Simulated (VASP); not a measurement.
# BN (P6_3/mmc) in VASP: notebook

The runs below take BN through relaxation of shape and atoms at fixed volume, with PBE+D3(BJ).

Everything below comes from runs of VASP 6.6.1. Logs are shortened: lines on timing, memory, paths and dates and some standing lists are left out, and cuts for length are marked.

**1. The undisturbed crystal**

It takes space group P6_3/mmc (No. 194, hexagonal). The conventional cell has a = 2.498 Å, b = 2.498 Å, c = 6.636 Å, α = 90.00°, β = 90.00°, γ = 120.00°. B (site symmetry -6m2) is surrounded by 3 N at 1.44 Å. N (site symmetry -6m2) has 3 B at 1.44 Å as nearest neighbours.

**2. Relaxation of shape and atoms at fixed volume, PBE+D3(BJ) (a relaxed cell with its volume scaled by 0.94)**

Input file INCAR:

```
PREC     = Accurate       # precision mode
ENCUT    = 520            # plane-wave cutoff, eV
EDIFF    = 1E-7           # SCF threshold, eV
ISMEAR   = 0              # smearing method
SIGMA    = 0.02           # smearing width, eV
LREAL    = False          # projectors in reciprocal space
LASPH    = True           # aspherical terms in the spheres
NELM     = 60             # most SCF steps
ALGO     = Normal         # electronic algorithm
ISIF     = 4              # what is computed and relaxed
LWAVE    = False          # write WAVECAR
LCHARG   = False          # write CHGCAR
GGA      = PE             # functional
IVDW     = 12             # dispersion correction
IBRION   = 2              # ionic algorithm
NSW      = 80             # ionic steps
EDIFFG   = -0.002         # ionic threshold
```

Input file KPOINTS:

```
Automatic mesh
0
Gamma
  3 3 1
```

Input file POSCAR:

```
BN                                      
1.0
    2.4551234125     -0.0000000000     -0.0000000000
   -1.2275617062      2.1261992400     -0.0000000000
    0.0000000000      0.0000000000      7.0360428100
  B               N             
     2     2
Direct
     0.3333333300000021    0.6666666699999979    0.2500000000000000
     0.6666666699999979    0.3333333300000021    0.7500000000000000
     0.3333333300000021    0.6666666699999979    0.7500000000000000
     0.6666666699999979    0.3333333300000021    0.2500000000000000
```

Potentials or basis: VASP PAW PBE potentials, release 64 (B, N).

Started as:

```console
$ cat potpaw_PBE.64/B/POTCAR potpaw_PBE.64/N/POTCAR > POTCAR
$ mpirun -np 1 vasp_std > vasp.out
```

OUTCAR:

```text
PREC = Accurate
   ENCUT = 520
   EDIFF = 1E-7
   ISMEAR = 0
   LREAL = False
   LASPH = True
   NELM = 60
   ISIF = 4
   GGA = PE
   IVDW = 12
   IBRION = 2
   NSW = 80
   EDIFFG = -0.002
 IVDW          = 12

 ion  position               nearest neighbor table
   1  0.333  0.667  0.250-   4 1.42   4 1.42   4 1.42
   2  0.667  0.333  0.750-   3 1.42   3 1.42   3 1.42
   3  0.333  0.667  0.750-   2 1.42   2 1.42   2 1.42
   4  0.667  0.333  0.250-   1 1.42   1 1.42   1 1.42

  LATTYP: Found a hexagonal cell.
 ALAT       =     2.4551234125
 C/A-ratio  =     2.8658611515

  Lattice vectors:

 A1 = (   2.4551234125,   0.0000000000,   0.0000000000)
 A2 = (  -1.2275617062,   2.1261992400,   0.0000000000)
 A3 = (   0.0000000000,   0.0000000000,   7.0360428100)

Analysis of symmetry for initial positions (statically):
=====================================================================
 Subroutine PRICEL returns:
 Original cell was already a primitive cell.

 Routine SETGRP: Setting up the symmetry group for a
 hexagonal supercell.

 Subroutine GETGRP returns: Found 24 space group operations
 (whereof 12 operations were pure point group operations)
 out of a pool of 24 trial point group operations.

The static configuration has the point symmetry D_3d.
 The point group associated with its full space group is D_6h.

Analysis of symmetry for dynamics (positions and initial velocities):
=====================================================================
 Subroutine PRICEL returns:
 Original cell was already a primitive cell.

 Routine SETGRP: Setting up the symmetry group for a
 hexagonal supercell.

 Subroutine GETGRP returns: Found 24 space group operations
 (whereof 12 operations were pure point group operations)
 out of a pool of 24 trial point group operations.

The dynamic configuration has the point symmetry D_3d.
 The point group associated with its full space group is D_6h.

 Subroutine INISYM returns: Found 24 space group operations
 (whereof 12 operations are pure point group operations),
 and found     1 'primitive' translations

----------------------------------------------------------------------------------------

                                     Primitive cell

  volume of cell :      36.7287

  direct lattice vectors                    reciprocal lattice vectors
     2.455123412  0.000000000  0.000000000     0.407311500  0.235161405  0.000000000
    -1.227561706  2.126199240  0.000000000     0.000000000  0.470322809  0.000000000
     0.000000000  0.000000000  7.036042810     0.000000000  0.000000000  0.142125343

  length of vectors
     2.455123412  2.455123408  7.036042810     0.470322809  0.470322809  0.142125343

  position of ions in fractional coordinates (direct lattice)
     0.333333330  0.666666670  0.250000000
     0.666666670  0.333333330  0.750000000
     0.333333330  0.666666670  0.750000000
     0.666666670  0.333333330  0.250000000

  ion indices of the primitive-cell ions
   primitive index   ion index
                 1           1
                 2           2
                 3           3
                 4           4

----------------------------------------------------------------------------------------

 KPOINTS: Automatic mesh

Automatic generation of k-mesh.
 Grid dimensions read from file:
 generate k-points for:    3    3    1

 Generating k-lattice:

  Cartesian coordinates                     Fractional coordinates (reciprocal lattice)
     0.135770500  0.078387135  0.000000000     0.333333333  0.000000000  0.000000000
     0.000000000  0.156774270  0.000000000     0.000000000  0.333333333  0.000000000
     0.000000000  0.000000000  0.142125343     0.000000000  0.000000000  1.000000000

  Length of vectors
     0.156774270  0.156774270  0.142125343

  Shift w.r.t. Gamma in fractional coordinates (k-lattice)
     0.000000000  0.000000000  0.000000000

 Subroutine IBZKPT returns following result:
 ===========================================

 Found      3 irreducible k-points:

 Following reciprocal coordinates:
            Coordinates               Weight
  0.000000  0.000000  0.000000      1.000000
  0.333333  0.000000  0.000000      6.000000
  0.333333  0.333333  0.000000      2.000000
   k-points           NKPTS =      3   k-points in BZ     NKDIM =      3   number of bands    NBANDS=     12
   number of dos      NEDOS =    301   number of ions     NIONS =      4
   total plane-waves  NPLWV =  17496
   dimension x,y,z NGX =    18 NGY =   18 NGZ =   54
   dimension x,y,z NGXF=    36 NGYF=   36 NGZF=  108
   ions per type =               2   2
   NGX,Y,Z   is equivalent  to a cutoff of  12.19, 12.19, 12.76 a.u.
   NGXF,Y,Z  is equivalent  to a cutoff of  24.38, 24.38, 25.52 a.u.
 SYSTEM =  unknown system
   PREC   = accura    normal or accurate (medium, high low for compatibility)
   ISTART =      0    job   : 0-new  1-cont  2-samecut
   ICHARG =      2    charge: 1-file 2-atom 10-const
   ISPIN  =      1    spin polarized calculation?
   LNONCOLLINEAR =      F non collinear calculations
   LSORBIT =      F    spin-orbit coupling
   LASPH  =      T    aspherical Exc in radial PAW
   ENCUT  =  520.0 eV  38.22 Ry    6.18 a.u.   4.56  4.56 13.08*2*pi/ulx,y,z
   NELM   =     60;   NELMIN=  2; NELMDL= -5     # of ELM steps
   EDIFF  = 0.1E-06   stopping-criterion for ELM
   LREAL  =      F    real-space projection
   EDIFFG = -.2E-02   stopping-criterion for IOM
   NSW    =     80    number of steps for IOM
   IBRION =      2    ionic relax: 0-MD 1-quasi-New 2-CG
   NFREE  =      1    steps in history (QN), initial steepest desc. (CG)
   ISIF   =      4    stress and relaxation
   ISYM   =      2    0-nonsym 1-usesym 2-fastsym
   POTIM  = 0.5000    time-step for ionic-motion
   TEBEG  =    0.0;   TEEND  =   0.0 temperature during run
   PSTRESS=    0.0 pullay stress
   NELECT =      16.0000    total number of electrons
   NUPDOWN=      -1.0000    fix difference up-down
   EMIN   =  10.00;   EMAX   =-10.00  energy-range for DOS
   EFERMI =   0.00;   METHOD = LEGACY
   ISMEAR =     0;   SIGMA  =   0.02  broadening in eV -4-tet -1-fermi 0-gaus
   EFERMI_NEDOS =   21; number of points for ismear=-14 and -15
   IALGO  =     38    algorithm
   IMIX   =      4    mixing-type and parameters
     AMIX     =   0.40;   BMIX     =  1.00
     AMIX_MAG =   1.60;   BMIX_MAG =  1.00
  volume/ion in A,a.u.               =       9.18        61.96
  Fermi-wavevector in a.u.,A,eV,Ry     =   1.241022  2.345192 20.954826  1.540136
  Thomas-Fermi vector in A             =   2.375438
   LORBIT       =      0    0 simple, 1 ext, 2 COOP (PROOUT), +10 PAW based schemes
   GGA     = PE    functional components
   LHFCALC =     F    Hartree Fock is set to
   AEXX    =    0.0000 exact exchange contribution
   IVDW    =    12    specifies the selected vdW correction
   LEPSILON=     F    determine dielectric tensor
   LRPA    =     F    only Hartree local field effects (RPA)
 conjugate gradient relaxation of ions
 non-spin polarized calculation
 Gauss-broadening in eV      SIGMA  =   0.02
  energy-cutoff  :      520.00
  volume of cell :       36.73
 maximum number of plane-waves:       994
 NGX is ok and might be reduce to    18
   NGX =  9   NGY =  9   NGZ = 27

--------------------------------------- Ionic step        1  -------------------------------------------

 number of electron      16.0000000 magnetization

 Free energy of the ion-electron system (eV)
  ---------------------------------------------------
  ext. energy  EPLUGINS =         0.00000000
  ---------------------------------------------------
  free energy    TOTEN  =       -34.78853768 eV

  energy without entropy =      -34.78853768  energy(sigma->0) =      -34.78853768

------------------------ aborting loop because EDIFF is reached ----------------------------------------

 Edisp (eV)   -0.54696

 E8    (eV) :    -0.1590

  FORCE on cell =-STRESS in cart. coord.  units (eV):
  Direction    XX          YY          ZZ          XY          YZ          ZX
  --------------------------------------------------------------------------------------
  -------------------------------------------------------------------------------------
  Total       5.26820     5.26820     0.07588     0.00000     0.00000     0.00000
  in kB     229.80914   229.80914     3.31020     0.00000     0.00000     0.00000
  external pressure =      154.31 kB  Pullay stress =        0.00 kB
[... 65 lines left out ...]
  energy  without entropy=      -35.4330762574  energy(sigma->0) =      -35.43307626

--------------------------------------- Ionic step        3  -------------------------------------------

 number of electron      15.9999999 magnetization

 Free energy of the ion-electron system (eV)
  ---------------------------------------------------
  ext. energy  EPLUGINS =         0.00000000
  ---------------------------------------------------
  free energy    TOTEN  =       -34.88207532 eV

  energy without entropy =      -34.88207532  energy(sigma->0) =      -34.88207532

 E-fermi :   2.3099     XC(G=0):  -9.9190

 val. band max:        2.1362132914   @ k =   0.3333   0.3333   0.0000
 cond. band min:       6.9782644590   @ k =   0.3333   0.3333   0.0000
 fundamental gap:      4.8420511676
 Fermi energy:         2.3098515197

 k-point     1 :       0.0000    0.0000    0.0000
  band No.  band energies     occupation
      1     -15.5941      2.00000
      2     -15.3385      2.00000
      3      -3.9727      2.00000
      4      -2.0288      2.00000
      5       0.8833      2.00000
      6       0.8833      2.00000
      7       0.9141      2.00000
      8       0.9141      2.00000
      9       7.3036      0.00000
     10      12.2929      0.00000
     11      13.7385      0.00000
     12      13.7386      0.00000
[... 63 lines left out ...]
  FREE ENERGIE OF THE ION-ELECTRON SYSTEM (eV)
  ---------------------------------------------------
  free  energy   TOTEN  =       -35.4339479065 eV

  energy  without entropy=      -35.4339479065  energy(sigma->0) =      -35.43394791

 reached required accuracy - stopping structural energy minimisation
```

Wall time 7.9 s (1 thread of Intel Xeon Platinum 8259CL at 2.50GHz (Skylake/Cascade Lake), shared host); peak memory 0.15 GiB.

Results:

- Free energy: -35.4339 eV
- Energy gained by relaxing: 24.6 meV/atom
- Ionic steps: 3
- Pressure after relaxing: 1.4 GPa
- Band gap on the k mesh: 4.84 eV, direct
- Dispersion energy per atom: -0.138 eV

Step by step:
```tsv
step	energy change (eV)	largest force (eV/Å)	pressure (GPa)	volume (Å³)
1	0.0000	0.0000	15.43	36.73
2	-0.0976	0.0000	0.12	36.73
3	-0.0985	0.0000	1.37	36.73
```

Final structure:
```
B N
1.0
     2.50294    0.00000    0.00000
    -1.25147    2.16761    0.00000
     0.00000    0.00000    6.76976
B N
2 2
Direct
  0.33333 0.66667 0.25000
  0.66667 0.33333 0.75000
  0.33333 0.66667 0.75000
  0.66667 0.33333 0.25000
```

Levels at points of the mesh, in eV from the valence-band top:
| k point | band 4 | band 5 | band 6 | band 7 | band 8 | band 9 | band 10 | band 11 | band 12 |
| --- | --- | --- | --- | --- | --- | --- | --- | --- | --- |
| (0.00, 0.00, 0.00) | -4.17 | -1.25 | -1.25 | -1.22 | -1.22 | 5.17 | 10.16 | 11.60 | 11.60 |

Caveat: the k mesh is coarse (spacing up to 0.99 Å⁻¹), so the values aren't converged; an odd mesh through Γ misses points on the zone boundary, where band edges often lie.

**3. Relaxation of shape and atoms at fixed volume, PBE+D3(BJ) (a relaxed cell with its volume scaled by 1.06)**

INCAR is that of step 2.

KPOINTS is that of step 2.

Changes to POSCAR since step 2:

```diff
@@ -2,5 +2,5 @@
 1.0
-    2.4551234125     -0.0000000000     -0.0000000000
-   -1.2275617062      2.1261992400     -0.0000000000
-    0.0000000000      0.0000000000      7.0360428100
+    2.5554418235     -0.0000000000     -0.0000000000
+   -1.2777209118      2.2130775322     -0.0000000000
+    0.0000000000      0.0000000000      7.3235414471
   B               N
```

Potentials or basis: VASP PAW PBE potentials, release 64 (B, N).

Started as:

```console
$ cat potpaw_PBE.64/B/POTCAR potpaw_PBE.64/N/POTCAR > POTCAR
$ mpirun -np 1 vasp_std > vasp.out
```

It took 8.8 s on 1 thread of Intel Xeon Platinum 8259CL at 2.50GHz (Skylake/Cascade Lake), shared host; peak memory 0.15 GiB.

It converged, with:

| Item | Value |
| --- | --- |
| Free energy | -35.4423 eV |
| Energy gained by relaxing | 20.9 meV/atom |
| Ionic steps | 3 |
| Pressure after relaxing | -0.8 GPa |
| Band gap on the k mesh | 4.60 eV, indirect (least direct gap 4.67 eV) |
| Dispersion energy per atom | -0.119 eV |

The path:
```tsv
step	energy change (eV)	largest force (eV/Å)	pressure (GPa)	volume (Å³)
1	0.0000	0.0000	-11.68	41.42
2	-0.0836	0.0000	-1.22	41.42
3	-0.0837	0.0000	-0.77	41.42
```

Final structure:
```cif
data_structure
_symmetry_space_group_name_H-M 'P 1'
_symmetry_Int_Tables_number 1
_cell_length_a 2.5086
_cell_length_b 2.5086
_cell_length_c 7.5996
_cell_angle_alpha 90.000
_cell_angle_beta 90.000
_cell_angle_gamma 120.000
_cell_volume 41.42
loop_
_atom_site_label
_atom_site_type_symbol
_atom_site_fract_x
_atom_site_fract_y
_atom_site_fract_z
_atom_site_occupancy
B1 B 0.33333 0.66667 0.25000 1
B2 B 0.66667 0.33333 0.75000 1
N1 N 0.33333 0.66667 0.75000 1
N2 N 0.66667 0.33333 0.25000 1
```

Levels at points of the mesh, in eV from the valence-band top:
| k point | band 5 | band 6 | band 7 | band 8 | band 9 | band 10 | band 11 | band 12 |
| --- | --- | --- | --- | --- | --- | --- | --- | --- |
| (0.00, 0.00, 0.00) | -1.32 | -1.32 | -1.31 | -1.31 | 4.60 | 8.73 | 11.11 | 11.51 |

Caveat: the k mesh is coarse (spacing up to 0.95 Å⁻¹), so the values aren't converged; an odd mesh through Γ misses points on the zone boundary, where band edges often lie.

[end of part 1 of 2]
